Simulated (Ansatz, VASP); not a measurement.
**BiTe in VASP and in Ansatz**

```xyz
2
Lattice="0.0000 3.1520 3.1520 3.1520 0.0000 3.1520 3.1520 3.1520 0.0000" Properties=species:S:1:pos:R:3 pbc="T T T"
Bi    0.0000    0.0000    0.0000
Te    3.1520    3.1520    3.1520
```

Alike in both runs: task single point; functional PBE; k mesh 6 × 6 × 6; occupations fermi-dirac, width 0.1 eV; no spin polarisation.

|  | VASP | Ansatz |
| --- | --- | --- |
| version | VASP 6.6.1 | Ansatz 0.2.0 |
| potentials or method | VASP PAW PBE potentials, release 64 (Bi_d, Te) | plane waves, PAW |
| plane-wave cutoff (eV) | 520 | 435 |
| valence electrons in the cell | 21 | 31 |

```tsv
	VASP	Ansatz	Ansatz less VASP
pressure (GPa)	5.5	5.5	+0.05
```

The two sets of potentials don't hold the same shells in valence. Ansatz warned: «stress_scf_threshold_loose».
